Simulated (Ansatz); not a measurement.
Cd under compression and expansion

```cif
data_structure
_symmetry_space_group_name_H-M 'P6_3/mmc'
_symmetry_Int_Tables_number 194
_cell_length_a 2.9789
_cell_length_b 2.9789
_cell_length_c 5.6177
_cell_angle_alpha 90.000
_cell_angle_beta 90.000
_cell_angle_gamma 120.000
_cell_volume 43.17
loop_
_atom_site_label
_atom_site_type_symbol
_atom_site_symmetry_multiplicity
_atom_site_Wyckoff_symbol
_atom_site_fract_x
_atom_site_fract_y
_atom_site_fract_z
_atom_site_occupancy
Cd1 Cd 2 c 0.33333 0.66667 0.25000 1
```

The runs use the primitive cell with vectors (2.979, 0.000, 0.000), (-1.489, 2.580, 0.000), (0.000, 0.000, 5.618) Å, to which the k mesh refers.

The cell is COD entry 9008490, as deposited and not checked against the literature; nothing was relaxed.

Methods: DFT, PBE, all-electron LAPW, scalar-relativistic (Ansatz 0.2.0); DFT, PBE, PAW with Ansatz's default frozen-core files, scalar-relativistic (Ansatz 0.2.0).

For LAPW: a Γ-centred 16×16×7 k mesh, Fermi–Dirac smearing of 0.05 eV, basis error target 1 meV/atom, no spin polarisation. PAW takes a cutoff of 420 eV at this cell. The Ansatz runs share mesh, smearing and spin set-up. Plane-wave (PAW) pressures include the program's estimate of the Pulay term.

The cell above is scaled evenly, with fractional coordinates and shape held.

| V/V(cell) | V (Å³/atom) | P, LAPW (GPa) | P, PAW (GPa) |
| --- | --- | --- | --- |
| 0.9405 | 20.301 | 7.40 | 7.40 |
| 0.9700 | 20.938 | 4.94 | 4.95 |
| 1.0000 | 21.585 | 2.88 | 2.88 |
| 1.0300 | 22.233 | 1.19 | 1.19 |
| 1.0600 | 22.880 | -0.18 | -0.18 |

Question: What do Birch–Murnaghan fits to the pressures give?

Answer: LAPW: V0 = 22.79 Å³/atom, B0 = 45 GPa, B0′ = 6.1; PAW: V0 = 22.79 Å³/atom, B0 = 45 GPa, B0′ = 6.1.

PAW's V0 lies -0.01 % from the all-electron value and its B0 0.3 %. With shape and internal coordinates held, B0 is an upper bound to the relaxed modulus.
